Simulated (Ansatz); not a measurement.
Basis-set extrapolation for dimethylacetamide (`CC(=O)N(C)C`) (PBE0-D4/def2-TZVP geometry, frozen core, Ansatz 0.2.0). Multiplicity 1, RHF reference.

```
                      def2-TZVPP   def2-QZVPP
                 HF  -286.144461  -286.157837
    MP2 correlation    -1.123926    -1.200328
CCSD(T) correlation    -1.214200      not run
```

Energies in hartree. Use E(X) = E(∞) + A·exp(−7.88·√X) for Hartree–Fock and E(X) = E(∞) + B·X^(−2.97) for correlation, with X = 3 and 4, and add CCSD(T) minus MP2 of the smaller set to the MP2 limit.

Question: What is the CCSD(T) energy at the basis-set limit?

Answer: HF limit: -286.157837 + (-0.013376) × 0.13774 = -286.15968. MP2 limit: -1.200328 + (-0.076402) × 0.74074 = -1.25692. Higher-order term: -1.214200 − (-1.123926) = -0.09027. Total: -287.50687 hartree, 389.1 kJ/mol below CCSD(T)/def2-TZVPP.
